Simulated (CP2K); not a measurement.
# W in CP2K: the effect of functional

Crystal: W.

```xyz
1
Lattice="2.7407 0.0000 0.0000 -0.9136 2.5840 0.0000 -0.9136 -1.2920 2.2378" Properties=species:S:1:pos:R:3 pbc="T T T"
W     0.0000    0.0000    0.0000
```

Alike in all runs:

| Quantity | Value |
| --- | --- |
| Program | CP2K 2026.2 |
| Task | atomic charges |
| Potentials or basis | POTENTIAL_UZH W GTH-PBE-q14; TZVP-MOLOPT-PBE-GTH basis |
| Density cutoff | 9184 eV |
| k mesh | 12 × 12 × 12 |
| Occupations | fermi-dirac, width 0.05 eV |
| Spin | no spin polarisation |

```tsv
functional	pressure (GPa)
LDA	?
PBEsol	-3.4
BLYP	13.9
optB88-vdW	4.6
HLE16	-57.2
r2SCAN	1.2
```

Q: What does the run with functional LDA give?

A: Pressure -7.0 GPa.

Caveats: the potentials were made for another functional, which shifts forces and pressure; the basis of atomic orbitals isn't converged, which shifts pressures, moduli and gaps; the potentials were made for a functional far from this one (some runs); the cell as given lies far from equilibrium (some runs).

Runs at the PBE level aren't shown here.
